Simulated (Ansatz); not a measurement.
Starting cell, NaBr (rock salt):

```yaml
crystal:
  lattice:
    - [0.00000, 6.03598, 6.03598]
    - [3.01799, 0.00000, 3.01799]
    - [3.01799, 3.01799, 0.00000]
  atoms:
    - { symbol: Br, position: [0.00000, 0.00000, 0.00000] }
    - { symbol: Br, position: [0.50000, 0.00000, 0.00000] }
    - { symbol: Na, position: [0.25000, 0.50000, 0.50000] }
    - { symbol: Na, position: [0.75000, 0.50000, 0.50000] }
```

A phonon eigenvector at L = (0.5, 0.0, 0.0) is frozen into this cell: atom i moves by Q times the vector below, so Q is the largest atomic displacement, in Å. The cell is held. (q is in reciprocal vectors of the primitive cell; the cell shown is doubled to hold the pattern.)

| atom | x | y | z |
|---|---|---|---|
| Br1 | -0.577 | 0.577 | 0.577 |
| Br2 | 0.577 | -0.577 | -0.577 |

Atoms not listed stay in place.

Level of theory: PBE (plane waves to 420 eV, PAW, scalar-relativistic; Ansatz, an electronic-structure program). k mesh 5×10×10 (Γ-centred), Fermi-Dirac smearing 0.05 eV. NaBr was relaxed with its symmetry unable to fall. 

```
Q (Å)   −dE/dQ from forces (eV/Å)
------  -------------------------
-0.100                      0.630
-0.083                      0.524
-0.067                      0.419
-0.050                      0.314
-0.033                      0.209
-0.017                      0.105
0.000                       0.000
0.017                      -0.105
0.033                      -0.209
0.050                      -0.314
0.067                      -0.419
0.083                      -0.524
0.100                      -0.630
```

Problem. What harmonic wavenumber does the curvature at Q = 0 give?

Solution. 103 cm⁻¹. E″ = 6.27 eV/Å², M = Σ mᵢ|uᵢ|² = 159.8 u, ν̃ = 521.5·√(|E″|/M).

(A displaced cell: forces are minus the slopes of the energy, force constants its curvatures, and phonons follow from these.)
